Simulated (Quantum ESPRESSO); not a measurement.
**HgTe under changes of volume**

One of the cells (30.077 Å³/atom); the others are scaled copies at fixed shape and fractional positions:

```
Hg Te
1.0
     2.99252   -3.46693    0.00000
     2.99252    3.46693    0.00000
     0.00000    0.00000    5.79816
Hg Te
2 2
Direct
  0.65695 0.34305 0.25000
  0.34305 0.65695 0.75000
  0.21519 0.78481 0.25000
  0.78481 0.21519 0.75000
```

Measurements of this composition are mostly on another form, of space group No. 216.

```yaml
Program: Quantum ESPRESSO 7.5
Functional: LDA
Potentials_or_basis: GBRV 1.5 LDA
Cutoff: 612 eV
Density_cutoff: 4898 eV
k_mesh: 6 × 6 × 5
Occupations: fermi-dirac, width 0.05 eV
Spin: no spin polarisation
```

```csv
volume (Å³/atom),energy over the lowest point (meV/atom),pressure (GPa),largest force (eV/Å)
28.273,0.00,-2.2,0.075
28.874,10.30,-3.2,0.139
29.476,?,?,?
30.077,40.91,-4.9,0.251
30.679,60.35,-5.5,0.299
31.281,82.02,-6.1,0.343
31.882,105.60,-6.5,0.382
```

What does the run at 29.476 Å³/atom give?

Energy over the lowest point 24.10 meV/atom; pressure -4.1 GPa; largest force 0.198 eV/Å.

Worked out: A Birch-Murnaghan fit of order 3 (a polynomial in V^(-2/3)) to the other rows has no minimum within the range. It gives 24.11 meV/atom at 29.476 Å³/atom, against the run's 24.10, and -dE/dV = -4.1 GPa, against -4.1.

Energies are extrapolated to zero smearing.
